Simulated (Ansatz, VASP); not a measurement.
**Ga: VASP beside Ansatz**

```xyz
1
Lattice="2.6991 0.0000 0.0000 0.0000 2.6991 0.0000 0.0000 0.0000 2.6991" Properties=species:S:1:pos:R:3 pbc="T T T"
Ga    0.0000    0.0000    0.0000
```

Change from the starting cell: volume scaled by 0.98.

Alike in both runs: task single point; functional PBE; k mesh 16 × 16 × 16; occupations fermi-dirac, width 0.08 eV; no spin polarisation.

|  | VASP | Ansatz |
| --- | --- | --- |
| version | VASP 6.6.1 | Ansatz 0.2.0 |
| potentials or method | VASP PAW PBE potentials, release 64 (Ga_d), cutoff 520 eV | all-electron LAPW, scalar-relativistic |

Ansatz gave:

- pressure (GPa): 1.0

**Question.** Estimate VASP's values.

**Answer.** Pressure (GPa): 1.1.

Ansatz ran all-electron here, so the differences hold the error of VASP's frozen core and of both bases.
